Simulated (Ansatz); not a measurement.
# Lattice dynamics of LiBr (Fm-3m), part 2 of 3

How does LiBr (Fm-3m) vibrate, and is this structure a minimum?

Ansatz 0.2.0; DFT PBE, scalar-relativistic, plane waves, PAW.

So far. Step 3 (Relaxing to small forces for the phonons): The forces vanish by symmetry and the pressure is 0.002 GPa, within the tolerances set. The cell now holds 20.92 Å³/atom. The relaxed cell has a = 5.511 Å (conventional setting).

### 4. Modes at Γ

The zone centre comes first: it holds the modes that light can see, as far as symmetry allows. The response to a homogeneous field gives the Born charges and the dielectric tensor.

File input.yaml:

```yaml
crystal:
  lattice:
    - [0.0, 2.7554040619, 2.7554040619]
    - [2.7554040619, 0.0, 2.7554040619]
    - [2.7554040619, 2.7554040619, 0.0]
  atoms:
    - { symbol: Li, position: [0.0, 0.0, 0.0] }
    - { symbol: Br, position: [0.5, 0.5, 0.5] }
kpoints:
  mp_grid: { grid: [8, 8, 8] }
hamiltonian:
  xc: pbe
scf:
  occupations: { method: fixed }
output:
  eigenvalues: true
phonons:
  method: dfpt
  dielectric: true
  rigid_motions: translations
```

Started as:

```
$ ansatz run input.yaml --threads 4 --pin off --max-ram 7168MiB --backend cpu --events-out ev --progress --plain --runs-dir out
```

Numbers of over 12 decimals in the logs are rounded to 6 here.

The program printed:

```text
[...]
Crystal: 2 atoms, lattice volume = 41.839 Å³
Basis set: ecut = 420 eV, 869 PW (Γ), exchange–correlation on 54×54×54 points (8 copies of the dense FFT grid, shifted against one another)
Bands: 9, of which v1, the nominal top of the filled ones, is band 5 counted from 1 (4 counted from 0)
Symmetry: 48 space group operations
k-points: 59 of 512 (irreducible under 8 space group operations, time reversal used)
[...]
SCF iter   1: F=—  HF=-2990.959427 eV  |F-HF|=—  |Δ(HF+E_count)|=         —  Δρ=3.94e-4  dr2=1.08e-4  ethr=1.77e-3  ⟨swp⟩=5.5  Hψ=3314  notcnv=0  defer=107
[...]
SCF iter   7: F=-2990.959438 eV  HF=-2990.959438 eV  |F-HF|=9.55e-12  |Δ(HF+E_count)|=  5.26e-10  Δρ=1.62e-7  dr2=1.49e-11  ethr=1.00e-12  ⟨swp⟩=8.2  Hψ=3689  notcnv=0
SCF 1 converged in 7 iterations: F = -2990.959438 eV  dr2 = 1.49e-11
[...]
DFPT response loops at Γ: preconditioner auto → none (the input reference at scf.mixing.eps_inf says where Resta's filter doesn't serve); β = 0.50; Broyden in place of MSR1
SCF converged after 7 iterations
Free energy (F): -2990.959438 eV
[...]
Internal energy: -2990.959438 eV  (E = F + TS)
E sigma→0 (E₀):  -2990.959438 eV
Fermi energy:    1.994799 eV
[...]
--- Band table (eV; the first three rows and the last of 59) ---
[...]
--- Phonons (Γ-DFPT): 2 representative perturbations + reference, on 59 of 512 k-points (Σ response iterations 7) ---
  k mesh reduced under 8 symmetry operations, with k and −k counted as one. Each operation leaves every solved perturbation unchanged. A smaller set is not considered because the run solves the response to a homogeneous field
  ASR residual: 1.734e-4 → 0.000e0 eV/Å²; symmetrization residual: 5.174e-7 eV/Å²
  ASR residual per site (eV/Å²): 8.04e-5 1.73e-4
  Γ frequencies (cm⁻¹): 0.00 0.00 0.00 140.97 140.97 140.97
  ε∞ (high-frequency dielectric tensor):
        3.412865     0.000000     0.000000
        0.000000     3.412865    -0.000000
        0.000000     0.000000     3.412865
  ε⁰ (static dielectric tensor: ions relaxed, cell fixed):
       17.680442     0.000000     0.000000
        0.000000    17.680442     0.000000
        0.000000     0.000000    17.680442
  ε⁰ − ε∞ (ionic part):
       14.267577     0.000000     0.000000
        0.000000    14.267577     0.000000
        0.000000     0.000000    14.267577
  softest optical mode at Γ: 140.97 cm⁻¹; the repairs (sum rule, projections) moved no ω² at Γ by more than (1.81 cm⁻¹)²
  Born effective charges Z* (e; rows j = field, columns β = displacement):
    site 0:
         1.24072    0.00000    0.00000
        -0.00000    1.24072    0.00000
         0.00000   -0.00000    1.24072
    site 1:
        -1.24072   -0.00000   -0.00000
         0.00000   -1.24072    0.00000
         0.00000    0.00000   -1.24072
  Z* charge neutrality: 3.251e-5 e pre-enforcement
  k-mesh period / interband length: 31.2 Å / 1.51 Å = 20.69 at k = (0.0000, 0.0000, 0.0000), direct gap 4.915 eV — 14 or more, which is no proof of convergence
  optical modes at Γ without the LO–TO term, one row a degenerate level:
      ω (cm⁻¹)  modes    IR ((D/Å)²/amu)
        140.97      3            16.6856
  optical modes at Γ + LO–TO along q̂ = [1.0000, 0.0000, 0.0000]:
      ω (cm⁻¹)  modes    IR ((D/Å)²/amu)
        140.97      2            11.1237
        320.86      1             5.5619
  optical modes at Γ + LO–TO along q̂ = [0.0000, 1.0000, 0.0000]:
      ω (cm⁻¹)  modes    IR ((D/Å)²/amu)
        140.97      2            11.1237
        320.86      1             5.5619
  optical modes at Γ + LO–TO along q̂ = [0.0000, 0.0000, 1.0000]:
      ω (cm⁻¹)  modes    IR ((D/Å)²/amu)
        140.97      2            11.1237
        320.86      1             5.5619
```

Elapsed: 2.3 s, on 4 threads of Arm Neoverse V2, shared host; peak memory 0.36 GiB.

Numbers from this step:

```
sum-rule residual before enforcement                    : 1.73e-4 eV/Å²
miss of the charge sum rule                             : 3.25e-5 e
point group                                             : m-3m
highest optical mode at the zone centre (no LO-TO term) : 141.0 cm⁻¹
lowest optical zone-centre mode                         : 141.0 cm⁻¹
mean high-frequency dielectric constant                 : 3.413
largest Born charge (third of the trace)                : 1.241 e
mean static dielectric constant                         : 17.68
top of the zone-centre spectrum with the field          : 320.9 cm⁻¹
```

Without the LO-TO term. Patterns of degenerate modes are one choice out of their space. The modes at Γ (shares of kinetic energy by element, %):

| mode | frequency (cm⁻¹) | symmetry | Li % | Br % |
| --- | --- | --- | --- | --- |
| 1 | 0.0 | acoustic | 8 | 92 |
| 2 | 0.0 | acoustic | 8 | 92 |
| 3 | 0.0 | acoustic | 8 | 92 |
| 4 | 141.0 | T1u | 92 | 8 |
| 5 | 141.0 | T1u | 92 | 8 |
| 6 | 141.0 | T1u | 92 | 8 |

Displacements in mode 6 (141.0 cm⁻¹), the largest set to 1:
```
Li1  0.00  1.00 -0.09
Br2  0.00 -0.09  0.01
```

Optical modes at the zone centre, without and with the macroscopic field of the longitudinal modes; each column is sorted by frequency, so a row need not hold one and the same mode. Modes with and without the field, by row:

| rank among optical modes | no field (cm⁻¹) | q along (1, 0, 0) (cm⁻¹) |
| --- | --- | --- |
| 1 | 141 | 141 |
| 2 | 141 | 141 |
| 3 | 141 | 320.9 |

Born charge (rows field, columns displacement) (e), principal values of the symmetric part by kind of site:

| atom | atoms with these values | low | middle | high | mean |
| --- | --- | --- | --- | --- | --- |
| Li1 | 1 | 1.24 | 1.24 | 1.24 | 1.24 |
| Br2 | 1 | -1.24 | -1.24 | -1.24 | -1.24 |

In full for Li1:

```
1.24 0.00 0.00
0.00 1.24 0.00
0.00 0.00 1.24
```

High-frequency dielectric tensor:

```
3.41 0.00 0.00
0.00 3.41 0.00
0.00 0.00 3.41
```

Static dielectric tensor (ions relaxed, fixed cell):

```
17.68  0.00  0.00
 0.00 17.68  0.00
 0.00  0.00 17.68
```

Transverse modes. Lines of the infrared spectrum (strongest = 100):

| position (cm⁻¹) | label | relative intensity |
| --- | --- | --- |
| 141 | T1u | 100 |

Before it was imposed, the acoustic sum rule was missed by 1.7e-4 eV/Å² and the charge sum rule by 3.3e-5 e. Small misses are needed for a sound result but don't prove that mesh and cutoff are converged. The lowest optical mode is real, 141 cm⁻¹.

### 5. Response at finite wavevector

Stability and thermal properties need the whole zone. Linear response on a 4×4×4 q mesh gives force constants as far as a supercell of that size would, and the tensors from the zone-centre run are typed in so that the long-range dipole term is interpolated apart.

input.yaml, the sections that differ from step 4:

```yaml
phonons:
  method: dfpt
  qmesh: [4, 4, 4]
  temperatures: { t_max: 1000, t_step: 50 }
  qpath:
    path:
      - [[0.0, 0.0, 0.0], [0.5, 0.0, 0.5], [0.625, 0.25, 0.625]]
      - [[0.375, 0.375, 0.75], [0.0, 0.0, 0.0], [0.5, 0.5, 0.5], [0.5, 0.25, 0.75], [0.5, 0.0, 0.5]]
    npoints: 10
  non_analytic_term:
    high_frequency_dielectric_tensor: [[3.4129, 0.0, 0.0], [0.0, 3.4129, 0.0], [0.0, 0.0, 3.4129]]
    born_effective_charges:
      - { species: Li, tensor: [[1.2407, 0.0, 0.0], [0.0, 1.2407, 0.0], [0.0, 0.0, 1.2407]] }
      - { species: Br, tensor: [[-1.2407, 0.0, 0.0], [0.0, -1.2407, 0.0], [0.0, 0.0, -1.2407]] }
    source: "zone-centre run at this cell"
# crystal, kpoints, hamiltonian, scf, output: as in step 4
```

The program printed:

```text
[...]
Crystal: 2 atoms, lattice volume = 41.839 Å³
Basis set: ecut = 420 eV, 869 PW (Γ), exchange–correlation on 54×54×54 points (8 copies of the dense FFT grid, shifted against one another)
Bands: 9, of which v1, the nominal top of the filled ones, is band 5 counted from 1 (4 counted from 0)
Symmetry: 48 space group operations
k-points: 29 of 512
[...]
SCF iter   1: F=—  HF=-2990.959431 eV  |F-HF|=—  |Δ(HF+E_count)|=         —  Δρ=4.37e-4  dr2=1.37e-4  ethr=1.77e-3  ⟨swp⟩=5.5  Hψ=1624  notcnv=0  defer=50
[...]
SCF iter   6: F=-2990.959438 eV  HF=-2990.959438 eV  |F-HF|=4.55e-13  |Δ(HF+E_count)|=  6.82e-12  Δρ=5.06e-8  dr2=1.09e-12  ethr=1.00e-12  ⟨swp⟩=10.0  Hψ=1611  notcnv=0
SCF 1 converged in 6 iterations: F = -2990.959438 eV  dr2 = 1.09e-12
[...]
NSCF: frozen V_eff on 29 k-points
[...]
DFPT response loops at q = (0, 0, 0) (fractional): preconditioner auto → none (the input reference at scf.mixing.eps_inf says where Resta's filter doesn't serve); β = 0.50; Broyden in place of MSR1
[...]
SCF converged after 6 iterations
Free energy (F): -2990.959438 eV
[...]
Internal energy: -2990.959438 eV  (E = F + TS)
E sigma→0 (E₀):  -2990.959438 eV
Fermi energy:    1.994796 eV
[...]
--- Band table (eV; the first three rows and the last of 29) ---
[...]
--- Phonons (Γ-DFPT): 2 representative perturbations + reference (Σ response iterations 7) ---
  ASR residual: 8.243e-5 → 0.000e0 eV/Å²; symmetrization residual: 2.980e-7 eV/Å²
  ASR residual per site (eV/Å²): 8.24e-5 5.32e-6
  Γ frequencies (cm⁻¹): 0.00 0.00 0.00 140.97 140.97 140.97
--- Phonons (arbitrary-q DFPT): 8 irreducible q on the 4×4×4 mesh ---
  q = [0.0000, 0.0000, 0.0000] (star 1, of the zone-centre solve; hermiticity 1.28e-6, symmetrization 7.02e-13): -0.00 0.00 0.00 140.97 140.97 140.97
  q = [0.0000, 0.0000, 0.2500] (star 8, 2 solved perturbations on 288 of 512 k-point pairs; hermiticity 3.59e-7, symmetrization 1.96e-13): 45.96 45.96 88.75 155.65 155.65 332.49
[...]
q = [0.0000, 0.2500, 0.2500] (star 6, 4 solved perturbations in 528 linear systems a pass and spin channel, the states on 164 of 512 k-point pairs; hermiticity 2.55e-7, symmetrization 1.18e-13): 58.80 58.80 90.53 148.67 148.67 259.60
[...]
sum rule: each row above includes the acoustic sum rule's correction from the zone centre's row sums; it moved no ω² by more than (1.80 cm⁻¹)²
  mesh force constants: q→R imaginary residual 1.12e-18; ASR residual 8.243e-5 → 0.000e0 eV/Å²; symmetrization residual 3.109e-15 eV/Å²
  interpolated dispersion: 63 rows × 6 modes
  density of states and harmonic sums: on the 20×20×20 q-mesh, interpolated from the force constants of a 4×4×4 supercell (with the dipole–dipole term of supplied tensors)
  largest difference from the sums on the solved wave vectors: F 1.20e-2 eV, S 1.60e-5 and C_V 3.99e-6 eV/K
  zero-point energy: 0.051833 eV/cell   skipped modes (ω ≤ 0): 3   left out of the sums: 6.25e-5 of the cell's modes: C_V's classical limit lies that fraction below 3 k_B per atom; for a crystal, a wire or a layer, F and S can be off by more, and a phonons.interpolated_qmesh denser along its periods is the remedy for the sampling
```

Run time: 33 s. Hardware: 4 threads; peak memory 0.68 GiB.

This step gave:

```yaml
sum_rule_residual_before_enforcement: 8.24e-5 eV/Å²
lowest_frequency_on_the_path: 0 cm⁻¹
highest_frequency_on_the_path_or_at_a_solved_wavevector: 345.3 cm⁻¹
mean_frequency: 139.4 cm⁻¹
debye_temperature_second_moment: 291 K
logarithmic_mean_frequency: 122.5 cm⁻¹
lowest_mode_on_the_q_mesh_acoustic_modes_at_gamma_apart: 45.96 cm⁻¹
zero_point_energy_per_atom: 25.92 meV
heat_capacity_at_300_k: 23.83 J/(mol atoms K)
vibrational_entropy_at_300_k: 38.79 J/(mol atoms K)
edges_of_the_widest_gap_between_branches_on_path_and_mesh: 122.1, 140.3 cm⁻¹
```

Frequencies (cm⁻¹) solved at each irreducible wavevector; negative means imaginary. Frequencies by wavevector, by row:

| q in reciprocal lattice units | star | mode 1 | mode 2 | mode 3 | mode 4 | mode 5 | mode 6 |
| --- | --- | --- | --- | --- | --- | --- | --- |
| 0 0 0 | 1 | 0 | 0 | 0 | 141 | 141 | 141 |
| 0 0 0.25 | 8 | 46 | 46 | 88.8 | 155.7 | 155.7 | 332.5 |
| 0 0 -0.5 | 4 | 61.6 | 61.6 | 122.1 | 170.6 | 170.6 | 345.3 |
| 0 0.25 0.25 | 6 | 58.8 | 58.8 | 90.5 | 148.7 | 148.7 | 259.6 |
| 0 0.25 -0.5 | 24 | 72.2 | 86.9 | 110.6 | 159.4 | 167.9 | 249.4 |
| 0 0.25 -0.25 | 12 | 62 | 85.2 | 107.5 | 159.4 | 166.5 | 288.4 |
| 0 -0.5 -0.5 | 3 | 77.1 | 77.1 | 113.9 | 150.5 | 150.5 | 169 |
| 0.25 -0.5 -0.25 | 6 | 88.3 | 100.2 | 100.2 | 163.3 | 163.3 | 212.1 |

Interpolated from a 4×4×4 q mesh, with the LO-TO term (at Γ the limit along the path; where Γ stands inside the path, tables give the limit on arrival). The phonon branches at the labelled points (cm⁻¹):

| point | branch 1 | branch 2 | branch 3 | branch 4 | branch 5 | branch 6 |
| --- | --- | --- | --- | --- | --- | --- |
| Γ | 0 | 0 | 0 | 141 | 141 | 321 |
| halfway | 59 | 59 | 90 | 149 | 149 | 260 |
| X | 77 | 77 | 114 | 150 | 150 | 169 |
| halfway | 77 | 86 | 112 | 154 | 169 | 171 |
| U | 76 | 100 | 108 | 164 | 166 | 215 |
| jump to K | 76 | 100 | 108 | 164 | 166 | 215 |
| halfway | 52 | 68 | 95 | 154 | 164 | 309 |
| Γ | 0 | 0 | 0 | 141 | 141 | 321 |
| halfway | 46 | 46 | 89 | 156 | 156 | 332 |
| L | 62 | 62 | 122 | 171 | 171 | 345 |
| halfway | 72 | 86 | 114 | 167 | 168 | 276 |
| W | 88 | 100 | 100 | 163 | 163 | 212 |
| halfway | 84 | 85 | 111 | 157 | 168 | 184 |
| X | 77 | 77 | 114 | 150 | 150 | 169 |

The phonon branches as a text plot (rows in cm⁻¹):

```
    338 |                                   ********
    324 |**                       **********        *
    309 |  **                   **
    295 |                      *                     *
    281 |    **              **                       *
    266 |      *            *
    252 |                                              *
    237 |       *          *                            *
    223 |
    209 |        *       **                              ***
    194 |               *                                   **
    180 |         ***                                         *
    165 |            ***************         ********************
    151 |  ****** *******       **  **    ***                ****
    137 |**      *                ********
    122 |                                      *******
    108 |       ****************              *       **** ******
     94 |      *        *** *** *           **         *******
     79 |    **   **********   * *         *        *****    ****
     65 |   *  ***          ***** **      *    ********
     50 |    **                 *****       ***
     36 |  **                     ***    ***
     22 | **                        **  **
      7 |*                           ****
         Γ           X  U|K            Γ         L        W     X
```

Tetrahedra on a 20×20×20 mesh, mean over bins of 5 cm-1. Interpolated from a 4×4×4 q mesh. Phonon density of states against wavenumber; read off at these points:

wavenumber (cm⁻¹), phonon density of states (1/cm⁻¹/cell) and a bar:
```
        2      0.000 
       12      0.000 
       22      0.002 
       32      0.004 #
       38      0.006 #
       48      0.013 ###
       58      0.028 ######
       68      0.052 ############
       78      0.062 ##############
       88      0.033 ########
       98      0.029 #######
      108      0.072 #################
      112      0.051 ############
      122      0.002 #
      132      0.000 
      142      0.006 #
      152      0.053 ############
      162      0.101 #######################
      168      0.130 ##############################
      172      0.009 ##
      178      0.002 
      188      0.003 #
      198      0.003 #
      208      0.004 #
      218      0.006 #
      228      0.006 #
      238      0.006 #
      242      0.006 #
      252      0.006 #
      262      0.006 #
      272      0.007 ##
      282      0.007 ##
      292      0.007 ##
      302      0.008 ##
      312      0.009 ##
      318      0.011 ##
      328      0.006 #
      338      0.003 #
      348      0.000
```

The partial phonon density of states has structure finer than the step of the table below, so its rows give means over 10 cm⁻¹, whole bins alone (the curve runs from -10 to 366 cm⁻¹). Peaks (cm⁻¹: height): Br 75.0: 0.0596, 110.4: 0.0652; Li 167.1: 0.108.

Phonopy on the run's constants, 17x17x17 mesh, Gaussian sigma 2.7 cm-1. Interpolated from a 4×4×4 q mesh. The partial phonon density of states by wavenumber; means over each step; values in 1/cm⁻¹/cell:

| wavenumber (cm⁻¹) | Br | Li |
| --- | --- | --- |
| 0 | 5.4e-5 | 4.8e-6 |
| 10 | 3.0e-4 | 2.3e-5 |
| 20 | 0.00131 | 9.6e-5 |
| 30 | 0.00319 | 1.9e-4 |
| 40 | 0.00750 | 3.6e-4 |
| 50 | 0.0156 | 5.0e-4 |
| 60 | 0.0355 | 6.8e-4 |
| 70 | 0.0539 | 9.2e-4 |
| 80 | 0.0496 | 0.00100 |
| 90 | 0.0317 | 5.9e-4 |
| 100 | 0.0291 | 6.0e-4 |
| 110 | 0.0534 | 0.00106 |
| 120 | 0.0126 | 1.7e-4 |
| 130 | 1.9e-4 | 2.8e-5 |
| 140 | 3.0e-4 | 0.00526 |
| 150 | 0.00162 | 0.0384 |
| 160 | 0.00201 | 0.0853 |
| 170 | 8.0e-4 | 0.0669 |
| 180 | 2.2e-5 | 0.00312 |
| 190 | 2.2e-5 | 0.00290 |
| 200 | 2.2e-5 | 0.00315 |
| 210 | 2.6e-5 | 0.00528 |
| 220 | 3.2e-5 | 0.00577 |
| 230 | 3.3e-5 | 0.00580 |
| 240 | 5.1e-5 | 0.00643 |
| 250 | 5.2e-5 | 0.00588 |
| 260 | 5.7e-5 | 0.00627 |
| 270 | 9.1e-5 | 0.00630 |
| 280 | 9.4e-5 | 0.00763 |
| 290 | 1.1e-4 | 0.00580 |
| 300 | 1.7e-4 | 0.00829 |
| 310 | 2.2e-4 | 0.00782 |
| 320 | 3.4e-4 | 0.00996 |
| 330 | 1.0e-4 | 0.00481 |
| 340 | 1.9e-5 | 0.00254 |
| 350 | 0 | 1.7e-4 |
| 360 | 0 | 0 |

Second derivatives of the energy by pair, one row for each kind of neighbour of each atom listed. Each entry sums the pair over the periodic images of the supercell that the q mesh stands for, and in a polar crystal it holds the long-range dipole part too. Force constants by pair, by row:

| atom | neighbour | distance (Å) | third of the trace (eV/Å²) | along the pair's line (eV/Å²) |
| --- | --- | --- | --- | --- |
| Li1 | itself | 0 | 1.039 | – |
| Li1 | Br | 2.755 | -0.1524 | -0.1698 |
| Li1 | Li | 3.897 | 0.0211 | -0.1824 |
| Li1 | Br | 4.772 | -0.0102 | 0.0766 |
| Li1 | Li | 5.511 | -0.0759 | -0.2059 |
| Li1 | Br | 6.161 | 0.0119 | 0.0712 |
| Li1 | Li | 6.749 | -0.0047 | -0.0412 |
| Br2 | itself | 0 | 2.318 | – |
| Br2 | Li | 2.755 | -0.1524 | -0.1698 |
| Br2 | Br | 3.897 | -0.1153 | -0.508 |
| Br2 | Li | 4.772 | -0.0102 | 0.0766 |
| Br2 | Br | 5.511 | -0.0051 | -0.0634 |
| Br2 | Li | 6.161 | 0.0119 | 0.0712 |
| Br2 | Br | 6.749 | -0.0072 | -0.041 |

Harmonic thermodynamic functions per atom, from the density of states. Interpolated from a 4×4×4 q mesh. Thermodynamic functions, by row:

| T (K) | F_vib (meV/atom) | S (J/mol-atom/K) | C_V (J/mol-atom/K) |
| --- | --- | --- | --- |
| 0 | 25.92 | 0 | 0 |
| 50 | 25.06 | 5.352 | 9.909 |
| 100 | 19.71 | 15.08 | 17.88 |
| 200 | -3.88 | 29.34 | 22.61 |
| 300 | -39.47 | 38.79 | 23.83 |
| 400 | -83.42 | 45.72 | 24.3 |
| 500 | -133.7 | 51.17 | 24.53 |
| 600 | -189.2 | 55.65 | 24.65 |
| 700 | -248.8 | 59.46 | 24.73 |
| 800 | -312.2 | 62.76 | 24.78 |
| 900 | -378.8 | 65.68 | 24.81 |
| 1000 | -448.3 | 68.3 | 24.84 |

Harmonic mean-square displacement, third of the trace. Interpolated from a 4×4×4 q mesh. Mean square displacements, by row:

| T (K) | Li1 U_eq (Å²) | Br2 U_eq (Å²) |
| --- | --- | --- |
| 0 | 0.01367 | 0.00276 |
| 100 | 0.0174 | 0.00632 |
| 300 | 0.03861 | 0.01764 |
| 600 | 0.07435 | 0.03503 |

Symmetry leaves 8 wavevectors to solve. The lowest mode among them, the acoustic zeros apart, lies at q = (0, 0, 0.25) and is real, 46.0 cm⁻¹.

[end of part 2 of 3]

[Logs are printed without paths, hosts, clocks, repeated set-up lines and the standing remarks that a program may print on its own settings, such as how far it seeks lower states.]

[Hosts, paths, dates, database ids (printed as entryN), source tags and the programs' standing remarks are cut or masked in the printed files.]
